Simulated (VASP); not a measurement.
Here is a VASP 6.6.1 calculation.

Contents of INCAR:

```
SYSTEM = InAs
ALGO = Normal
EDIFF = 1E-6
EDIFFG = -0.01
ENCUT = 600
GGA = PE
IBRION = 2
ISIF = 3
ISMEAR = 0
LASPH = .TRUE.
LCHARG = .FALSE.
LREAL = .FALSE.
LWAVE = .FALSE.
NELM = 80
NSW = 90
PREC = Accurate
SIGMA = 0.03
```

File KPOINTS:

```
k-points
0
G
  10 10 10
  0 0 0
```

The input POSCAR:

```
InAs
1.0
    0.0000000000      3.0180000000      3.0180000000
    3.0180000000      0.0000000000      3.0180000000
    3.0180000000      3.0180000000      0.0000000000
In As
1 1
Direct
    0.0000000000      0.0000000000      0.0000000000
    0.2500000000      0.2500000000      0.2500000000
```

Potentials or basis: VASP PAW PBE potentials, release 64 (In_d, As).

The run is started by

```console
$ cat potpaw_PBE.64/In_d/POTCAR potpaw_PBE.64/As/POTCAR > POTCAR
$ mpirun -np 1 vasp_std > vasp.out
```

**Question.** What does it give for the relaxed volume?

**Answer.** 29.62 Å³/atom.

**Question.** Predict the relaxed cell.

**Answer.** a = 4.376 Å, b = 4.376 Å, c = 4.376 Å, α = 60.00°, β = 60.00°, γ = 60.00°.

**Question.** Estimate the band gap on the k mesh.

**Answer.** None (metal or under the smearing width).

Final structure:
```yaml
crystal:
  lattice:
    - [0.00000, 3.09413, 3.09413]
    - [3.09413, 0.00000, 3.09413]
    - [3.09413, 3.09413, 0.00000]
  atoms:
    - { symbol: In, position: [0.00000, 0.00000, 0.00000] }
    - { symbol: As, position: [0.25000, 0.25000, 0.25000] }
```

Caveat: this crystal is a semiconductor, whose small gap the functional closes, so the metal is an error of the method. PBE usually gives volumes a little too large and moduli too small.
